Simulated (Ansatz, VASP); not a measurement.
**Two plane-wave programs on Si2Mo**

```
Si Mo
1.0
    -1.58712    1.58712    3.88903
     1.58712   -1.58712    3.88903
     1.58712    1.58712   -3.88903
Si Mo
2 1
Direct
  0.33525 0.33525 0.00000
  0.66475 0.66475 0.00000
  0.00000 0.00000 0.00000
```

Alike in both runs: functional LDA; k mesh 18 × 18 × 18; occupations gaussian, width 0.1 eV; no spin polarisation.

Ansatz relaxed the structure, and its values are those at the end. VASP's run is a single point on that final structure, the one shown.

```csv
,VASP,Ansatz
version,VASP 6.6.1,Ansatz 0.2.0
potentials or method,"VASP PAW LDA potentials, release 64 (Si, Mo_sv)","scalar-relativistic, plane waves, PAW"
plane-wave cutoff (eV),520,420
valence electrons in the cell,22,22
```

|  | VASP | Ansatz | Ansatz less VASP |
| --- | --- | --- | --- |
| gap on the k mesh at the Fermi level (eV) | none | none | - |
| pressure (GPa) | 0.6 | 0.0 | -0.68 |
| rms of the force components (eV/Å) | 0.008 | 0.002 | -0.0057 |

A gap of «none» marks a metal or a gap that the smearing closes.
